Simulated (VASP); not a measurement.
# Sn (Im-3m) in VASP: a series of runs

The runs below take Sn through single point, relaxation of cell and atoms, with LDA, PBE, PBE+D2, PBE+D3.

Program: VASP 6.6.1. These are calculated values, not measurements. Logs are shortened: lines on timing, memory, paths and dates and some standing lists are left out, and cuts for length are marked.

## Step 1: The crystal as given

It takes space group Im-3m (No. 229, cubic). The conventional cell has a = 3.789 Å, b = 3.789 Å, c = 3.789 Å, α = 90.00°, β = 90.00°, γ = 90.00°. Around Sn (site symmetry m-3m) lie 8 Sn at 3.28 Å.

This isn't the form of Sn at room conditions, which is tetragonal (white tin).

## Step 2: Single point, LDA

run.py

```python
from ase.calculators.vasp import Vasp
from ase.dft.bandgap import bandgap
from ase.io import read

atoms = read('Sn.cif', primitive_cell=True, subtrans_included=False)
calc = Vasp(
    directory='calc',
    xc='lda',
    pp='LDA',
    setups='minimal',
    prec='Accurate',
    encut=500,
    ediff=1e-06,
    ismear=0,
    sigma=0.02,
    lreal=False,
    lasph=True,
    nelm=60,
    algo='Fast',
    isif=2,
    lwave=False,
    lcharg=False,
    kpts=[10, 10, 10],
    gamma=True,
)
atoms.calc = calc

print('energy (eV):', atoms.get_potential_energy())
print('free energy (eV):', atoms.get_potential_energy(force_consistent=True))
print('forces (eV/A):')
print(atoms.get_forces())
print('stress (eV/A^3, Voigt):', atoms.get_stress())
print('Fermi level (eV):', calc.get_fermi_level())
gap, top, bottom = bandgap(calc)
print('band gap (eV):', gap, 'from (spin, k, band)', top, 'to', bottom)
```

Sn.cif

```cif
data_Sn
_cell_length_a 3.78930364
_cell_length_b 3.78930364
_cell_length_c 3.78930364
_cell_angle_alpha 90.00000000
_cell_angle_beta 90.00000000
_cell_angle_gamma 90.00000000
_space_group_name_H-M_alt 'Im-3m'
_space_group_name_Hall '-I 4 2 3'
_space_group_IT_number 229
loop_
_space_group_symop_operation_xyz
'x,y,z'
'-x,-y,-z'
'-y,x,z'
'y,-x,-z'
'-x,-y,z'
'x,y,-z'
'y,-x,z'
'-y,x,-z'
'x,-y,-z'
'-x,y,z'
'-y,-x,-z'
'y,x,z'
'-x,y,-z'
'x,-y,z'
'y,x,-z'
'-y,-x,z'
'z,x,y'
'-z,-x,-y'
'z,-y,x'
'-z,y,-x'
'z,-x,-y'
'-z,x,y'
'z,y,-x'
'-z,-y,x'
'-z,x,-y'
'z,-x,y'
'-z,-y,-x'
'z,y,x'
'-z,-x,y'
'z,x,-y'
'-z,y,x'
'z,-y,-x'
'y,z,x'
'-y,-z,-x'
'x,z,-y'
'-x,-z,y'
'-y,z,-x'
'y,-z,x'
'-x,z,y'
'x,-z,-y'
'-y,-z,x'
'y,z,-x'
'-x,-z,-y'
'x,z,y'
'y,-z,-x'
'-y,z,x'
'x,-z,y'
'-x,z,-y'
'x+1/2,y+1/2,z+1/2'
'-x+1/2,-y+1/2,-z+1/2'
'-y+1/2,x+1/2,z+1/2'
'y+1/2,-x+1/2,-z+1/2'
'-x+1/2,-y+1/2,z+1/2'
'x+1/2,y+1/2,-z+1/2'
'y+1/2,-x+1/2,z+1/2'
'-y+1/2,x+1/2,-z+1/2'
'x+1/2,-y+1/2,-z+1/2'
'-x+1/2,y+1/2,z+1/2'
'-y+1/2,-x+1/2,-z+1/2'
'y+1/2,x+1/2,z+1/2'
'-x+1/2,y+1/2,-z+1/2'
'x+1/2,-y+1/2,z+1/2'
'y+1/2,x+1/2,-z+1/2'
'-y+1/2,-x+1/2,z+1/2'
'z+1/2,x+1/2,y+1/2'
'-z+1/2,-x+1/2,-y+1/2'
'z+1/2,-y+1/2,x+1/2'
'-z+1/2,y+1/2,-x+1/2'
'z+1/2,-x+1/2,-y+1/2'
'-z+1/2,x+1/2,y+1/2'
'z+1/2,y+1/2,-x+1/2'
'-z+1/2,-y+1/2,x+1/2'
'-z+1/2,x+1/2,-y+1/2'
'z+1/2,-x+1/2,y+1/2'
'-z+1/2,-y+1/2,-x+1/2'
'z+1/2,y+1/2,x+1/2'
'-z+1/2,-x+1/2,y+1/2'
'z+1/2,x+1/2,-y+1/2'
'-z+1/2,y+1/2,x+1/2'
'z+1/2,-y+1/2,-x+1/2'
'y+1/2,z+1/2,x+1/2'
'-y+1/2,-z+1/2,-x+1/2'
'x+1/2,z+1/2,-y+1/2'
'-x+1/2,-z+1/2,y+1/2'
'-y+1/2,z+1/2,-x+1/2'
'y+1/2,-z+1/2,x+1/2'
'-x+1/2,z+1/2,y+1/2'
'x+1/2,-z+1/2,-y+1/2'
'-y+1/2,-z+1/2,x+1/2'
'y+1/2,z+1/2,-x+1/2'
'-x+1/2,-z+1/2,-y+1/2'
'x+1/2,z+1/2,y+1/2'
'y+1/2,-z+1/2,-x+1/2'
'-y+1/2,z+1/2,x+1/2'
'x+1/2,-z+1/2,y+1/2'
'-x+1/2,z+1/2,-y+1/2'
loop_
_atom_site_label
_atom_site_type_symbol
_atom_site_symmetry_multiplicity
_atom_site_Wyckoff_symbol
_atom_site_fract_x
_atom_site_fract_y
_atom_site_fract_z
_atom_site_occupancy
Sn1 Sn 2 a 0.0000000000 0.0000000000 0.0000000000 1
```

Potentials or basis: VASP PAW LDA potentials, release 64 (Sn).

The run is started by

```sh
python run.py
```

Standard output:

```text
energy (eV): -4.41898165
free energy (eV): -4.41906747
forces (eV/A):
[[-0.  0. -0.]]
stress (eV/A^3, Voigt): [ 0.02154212  0.02154212  0.02154212  0.          0.         -0.        ]
Fermi level (eV): 5.10812653
band gap (eV): 0.0 from (spin, k, band) (None, None, None) to (None, None, None)
```

OUTCAR:

```text
ENCUT = 500.000000
   EDIFF = 1.00e-06
   PREC = Accurate
   ISIF = 2
   ISMEAR = 0
   NELM = 60
   LASPH = .TRUE.
   LREAL = .FALSE.

 ion  position               nearest neighbor table
   1  0.000  0.000  0.000-

  LATTYP: Found a body centered cubic cell.
 ALAT       =     3.7893036400

  Lattice vectors:

 A1 = (  -1.8946518200,   1.8946518200,   1.8946518200)
 A2 = (   1.8946518200,  -1.8946518200,   1.8946518200)
 A3 = (   1.8946518200,   1.8946518200,  -1.8946518200)

Analysis of symmetry for initial positions (statically):
=====================================================================
 Subroutine PRICEL returns:
 Original cell was already a primitive cell.

 Routine SETGRP: Setting up the symmetry group for a
 body centered cubic supercell.

 Subroutine GETGRP returns: Found 48 space group operations
 (whereof 48 operations were pure point group operations)
 out of a pool of 48 trial point group operations.

The static configuration has the point symmetry O_h .

Analysis of symmetry for dynamics (positions and initial velocities):
=====================================================================
 Subroutine PRICEL returns:
 Original cell was already a primitive cell.

 Routine SETGRP: Setting up the symmetry group for a
 body centered cubic supercell.

 Subroutine GETGRP returns: Found 48 space group operations
 (whereof 48 operations were pure point group operations)
 out of a pool of 48 trial point group operations.

The dynamic configuration has the point symmetry O_h .

 Subroutine INISYM returns: Found 48 space group operations
 (whereof 48 operations are pure point group operations),
[... 117 lines left out ...]
  Thomas-Fermi vector in A             =   1.982105
   LORBIT       =      0    0 simple, 1 ext, 2 COOP (PROOUT), +10 PAW based schemes
   GGA     = CA    functional components
   LHFCALC =     F    Hartree Fock is set to
   AEXX    =    0.0000 exact exchange contribution
   IVDW    =     0    specifies the selected vdW correction
   LEPSILON=     F    determine dielectric tensor
   LRPA    =     F    only Hartree local field effects (RPA)
 non-spin polarized calculation
 RMM-DIIS sequential band-by-band and
 Gauss-broadening in eV      SIGMA  =   0.02
  energy-cutoff  :      500.00
  volume of cell :       27.20
 maximum number of plane-waves:       706
   NGX = 11   NGY = 11   NGZ = 11

 number of electron       4.0000000 magnetization

 Free energy of the ion-electron system (eV)
  ---------------------------------------------------
  ext. energy  EPLUGINS =         0.00000000
  ---------------------------------------------------
  free energy    TOTEN  =        -4.41906747 eV

  energy without entropy =       -4.41889584  energy(sigma->0) =       -4.41898165

 E-fermi :   5.1081     XC(G=0): -10.4143

 val. band max:        5.0879152187   @ k =   0.3000   0.0000   0.0000
 cond. band min:       5.1086913341   @ k =  -0.4000   0.4000   0.4000
 fundamental gap:      0.0207761153
 Fermi energy:         5.1081265275

 k-point     1 :       0.0000    0.0000    0.0000
  band No.  band energies     occupation
      1      -5.9669      2.00000
      2      12.9706      0.00000
      3      12.9706      0.00000
      4      12.9706      0.00000
      5      17.4057      0.00000
      6      17.4079      0.00000
[... 199 lines left out ...]
 k-point    24 :      -0.3000    0.3000    0.1000
  band No.  band energies     occupation
      1      -3.8015      2.00000
      2       5.2661      0.00000
      3       8.9376      0.00000
      4      10.2540      0.00000
      5      14.1117      0.00000
      6      15.0792      0.00000

 [... further k-points ...]
[... 5 lines left out ...]
  --------------------------------------------------------------------------------------
  -------------------------------------------------------------------------------------
  Total       -0.5860526     -0.5860526     -0.5860526      0.0000000      0.0000000     -0.0000000
  in kB      -34.5142887    -34.5142887    -34.5142887      0.0000000      0.0000000     -0.0000000
  external PRESSURE =     -34.5142887 kB  Pullay stress =       0.0000000 kB

 VOLUME and BASIS-vectors are now :
 -----------------------------------------------------------------------------
  energy-cutoff  :      500.00
  volume of cell :       27.20
      direct lattice vectors                 reciprocal lattice vectors
    -1.894651820  1.894651820  1.894651820     0.000000000  0.263900731  0.263900731
     1.894651820 -1.894651820  1.894651820     0.263900731  0.000000000  0.263900731
     1.894651820  1.894651820 -1.894651820     0.263900731  0.263900731  0.000000000

 POSITION                                       TOTAL-FORCE (eV/Angst)
 -----------------------------------------------------------------------------------
      0.00000      0.00000      0.00000        -0.000000      0.000000     -0.000000
 -----------------------------------------------------------------------------------
    total drift:                                0.000000      0.000000      0.000000

  FREE ENERGIE OF THE ION-ELECTRON SYSTEM (eV)
  ---------------------------------------------------
  free  energy   TOTEN  =        -4.4190674695 eV

  energy  without entropy=       -4.4188958377  energy(sigma->0) =       -4.41898165
```

INCAR:

```text
ENCUT = 500.000000
SIGMA = 0.020000
EDIFF = 1.00e-06
ALGO = Fast
PREC = Accurate
ISIF = 2
ISMEAR = 0
NELM = 60
LASPH = .TRUE.
LCHARG = .FALSE.
LWAVE = .FALSE.
LREAL = .FALSE.
```

Wall time 3.9 s (1 thread of Intel Xeon 6975P-C (Granite Rapids), shared host); peak memory 0.13 GiB.

Results:

```
Free energy            : -4.4191 eV
Pressure               : -3.5 GPa
Band gap on the k mesh : none (metal or under the smearing width)
```

## Step 3: Relaxation of cell and atoms, PBE

INCAR

```
SYSTEM = Sn
PREC = Accurate ; ENCUT = 600
EDIFF = 1E-6 ; ISMEAR = -1
SIGMA = 0.05 ; LREAL = .False.
LASPH = .True. ; NELM = 80
ALGO = Normal ; ISIF = 3
LWAVE = .False. ; LCHARG = .False.
GGA = PE ; IBRION = 2
NSW = 60 ; EDIFFG = -0.01
```

KPOINTS

```
regular mesh
0
Gamma
  10 10 10
  0 0 0
```

POSCAR

```
Sn
1.0
   -1.8946518192      1.8946518192      1.8946518192
    1.8946518192     -1.8946518192      1.8946518192
    1.8946518192      1.8946518192     -1.8946518192
Sn
1
Direct
    0.0000000000      0.0000000000      0.0000000000
```

Potentials or basis: VASP PAW PBE potentials, release 64 (Sn_d).

The run is started by

```sh
cat potpaw_PBE.64/Sn_d/POTCAR > POTCAR
mpirun -np 1 vasp_std > vasp.out
```

Run time: 35 s. Hardware: 1 thread of Intel Xeon Platinum 8259CL at 2.50GHz (Skylake/Cascade Lake), shared host; peak memory 0.17 GiB.

It converged, with:

```yaml
Free_energy: -3.7631 eV
Relaxed_volume: 27.58 Å³/atom
Relaxed_cell: a = 3.297 Å, b = 3.297 Å, c = 3.297 Å, α = 109.47°, β = 109.47°, γ = 109.47°
Space_group_after_relaxing_to_0.05_Å: Im-3m (No. 229)
Energy_gained_by_relaxing: 0.7 meV/atom
Ionic_steps: 3
Pressure_after_relaxing: 0.0 GPa
Band_gap_on_the_k_mesh: none (metal or under the smearing width)
```

Step by step:
```tsv
step	energy change (eV)	largest force (eV/Å)	pressure (GPa)	volume (Å³)
1	0.0000	0.0000	0.66	27.20
2	-0.0007	0.0000	-0.08	27.65
3	-0.0007	0.0000	0.03	27.58
```

Final structure:
```xyz
1
Lattice="-1.9034 1.9034 1.9034 1.9034 -1.9034 1.9034 1.9034 1.9034 -1.9034" Properties=species:S:1:pos:R:3 pbc="T T T"
Sn    0.0000    0.0000    0.0000
```

Levels at points of the mesh, in eV from the Fermi level:
| k point | band 4 | band 5 | band 6 | band 7 | band 8 | band 9 | band 10 | band 11 |
| --- | --- | --- | --- | --- | --- | --- | --- | --- |
| (0.00, 0.00, 0.00) | -21.40 | -21.40 | -10.95 | 7.86 | 7.86 | 7.86 | 12.12 | 12.12 |
| (0.50, 0.00, 0.00) | -21.40 | -21.32 | -6.36 | -4.31 | 3.59 | 5.42 | 7.90 | 8.23 |
| (0.50, 0.50, 0.50) | -21.34 | -21.34 | -2.52 | -0.43 | -0.43 | -0.43 | 3.87 | 3.87 |

## Step 4: Relaxation of cell and atoms, PBE+D2

Changes to INCAR since step 3:

```diff
@@ -7,3 +7,4 @@
 LWAVE = .False. ; LCHARG = .False.
-GGA = PE ; IBRION = 2
-NSW = 60 ; EDIFFG = -0.01
+GGA = PE ; IVDW = 1
+IBRION = 2 ; NSW = 60
+EDIFFG = -0.01
```

KPOINTS is that of step 3.

POSCAR is that of step 3.

The run is started by

```sh
cat potpaw_PBE.64/Sn_d/POTCAR > POTCAR
mpirun -np 1 vasp_std > vasp.out
```

It took 30 s on 1 thread of Intel Xeon Platinum 8259CL at 2.50GHz (Skylake/Cascade Lake), shared host; peak memory 0.17 GiB.

Results (log left out):

| Property | Result |
| --- | --- |
| Free energy | -4.3291 eV |
| Relaxed volume | 27.55 Å³/atom |
| Relaxed cell | a = 3.295 Å, b = 3.295 Å, c = 3.295 Å, α = 109.47°, β = 109.47°, γ = 109.47° |
| Space group after relaxing (to 0.05 Å) | Im-3m (No. 229) |
| Energy gained by relaxing | 0.6 meV/atom |
| Ionic steps | 3 |
| Pressure after relaxing | 0.0 GPa |
| Band gap on the k mesh | none (metal or under the smearing width) |
| Dispersion energy per atom | -0.566 eV |

Step by step:
| step | energy change (eV) | largest force (eV/Å) | pressure (GPa) | volume (Å³) |
| --- | --- | --- | --- | --- |
| 1 | 0.0000 | 0.0000 | 0.62 | 27.20 |
| 2 | -0.0006 | 0.0000 | -0.09 | 27.62 |
| 3 | -0.0006 | 0.0000 | 0.04 | 27.55 |

Final structure:
```
CELL_PARAMETERS angstrom
-1.90265 1.90265 1.90265
1.90265 -1.90265 1.90265
1.90265 1.90265 -1.90265
ATOMIC_POSITIONS crystal
Sn 0.00000 0.00000 0.00000
```

Levels at points of the mesh, in eV from the Fermi level:
```csv
k point,band 4,band 5,band 6,band 7,band 8,band 9,band 10,band 11
"(0.00, 0.00, 0.00)",-21.40,-21.40,-10.96,7.87,7.87,7.87,12.12,12.12
"(0.50, 0.00, 0.00)",-21.40,-21.32,-6.37,-4.32,3.59,5.43,7.91,8.24
"(0.50, 0.50, 0.50)",-21.34,-21.34,-2.52,-0.43,-0.43,-0.43,3.87,3.87
```

Caveat: atom-pairwise D2, TS and ULG terms overbind metals; pairwise dispersion overbinds metals, which lowers pressure and volume.

## Step 5: Relaxation of cell and atoms, PBE+D3

Changes to INCAR since step 4:

```diff
@@ -7,3 +7,3 @@
 LWAVE = .False. ; LCHARG = .False.
-GGA = PE ; IVDW = 1
+GGA = PE ; IVDW = 11
 IBRION = 2 ; NSW = 60
```

KPOINTS is that of step 4.

POSCAR is that of step 4.

The run is started by

```sh
cat potpaw_PBE.64/Sn_d/POTCAR > POTCAR
mpirun -np 1 vasp_std > vasp.out
```

Run time: 29 s. Hardware: 1 thread of Intel Xeon Platinum 8259CL at 2.50GHz (Skylake/Cascade Lake), shared host; peak memory 0.17 GiB.

The run converged. Its results:

* Free energy: -3.9519 eV
* Relaxed volume: 26.69 Å³/atom
* Relaxed cell: a = 3.261 Å, b = 3.261 Å, c = 3.261 Å, α = 109.47°, β = 109.47°, γ = 109.47°
* Space group after relaxing (to 0.05 Å): Im-3m (No. 229)
* Energy gained by relaxing: 1.2 meV/atom
* Ionic steps: 2
* Pressure after relaxing: 0.0 GPa
* Band gap on the k mesh: none (metal or under the smearing width)
* Dispersion energy per atom: -0.193 eV

The path:
```tsv
step	energy change (eV)	largest force (eV/Å)	pressure (GPa)	volume (Å³)
1	0.0000	0.0000	-0.77	27.20
2	-0.0012	0.0000	0.04	26.69
```

Final structure:
```yaml
crystal:
  lattice:
    - [-1.88266, 1.88266, 1.88266]
    - [1.88266, -1.88266, 1.88266]
    - [1.88266, 1.88266, -1.88266]
  atoms:
    - { symbol: Sn, position: [0.00000, 0.00000, 0.00000] }
```

Levels at points of the mesh, in eV from the Fermi level:
```tsv
k point	band 4	band 5	band 6	band 7	band 8	band 9	band 10	band 11
(0.00, 0.00, 0.00)	-21.41	-21.41	-11.20	8.16	8.16	8.16	12.18	12.18
(0.50, 0.00, 0.00)	-21.42	-21.32	-6.41	-4.49	3.69	5.53	8.08	8.34
(0.50, 0.50, 0.50)	-21.35	-21.35	-2.34	-0.47	-0.47	-0.47	3.85	3.85
```

Caveat: pairwise dispersion overbinds metals, which lowers pressure and volume.

## Step 6: For comparison

An earlier run on the cell as given: functional PBE; potentials or basis VASP PAW PBE potentials, release 64 (Sn_d); cutoff 520 eV; k mesh 10 × 10 × 10; occupations fermi-dirac, width 0.05 eV; no spin polarisation.

* Pressure: 0.6 GPa
* Band gap on the k mesh: none (metal or under the smearing width)

## Step 7: Summary

```tsv
task	level	potentials or basis	cell	cutoff (eV)	smearing	gap on the mesh (eV)	pressure (GPa)	relaxed volume (Å³/atom)
single point	LDA	VASP PAW LDA potentials, release 64 (Sn)	as given	500	gaussian 0.02 eV	none	-3.5	-
relaxation of cell and atoms	PBE	VASP PAW PBE potentials, release 64 (Sn_d)	relaxed	600	fermi-dirac 0.05 eV	none	0.0	27.58
relaxation of cell and atoms	PBE+D2	VASP PAW PBE potentials, release 64 (Sn_d)	relaxed	600	fermi-dirac 0.05 eV	none	0.0	27.55
relaxation of cell and atoms	PBE+D3	VASP PAW PBE potentials, release 64 (Sn_d)	relaxed	600	fermi-dirac 0.05 eV	none	0.0	26.69
single point	PBE	VASP PAW PBE potentials, release 64 (Sn_d)	as given	520	fermi-dirac 0.05 eV	none	0.6	-
```

Alike in all rows: no spin polarisation; k mesh 10 × 10 × 10.

Caveats: pairwise dispersion overbinds metals, which lowers pressure and volume (some runs); atom-pairwise D2, TS and ULG terms overbind metals (some runs).

Total energies depend on the potentials used, so only differences within one code and one set of settings carry meaning.
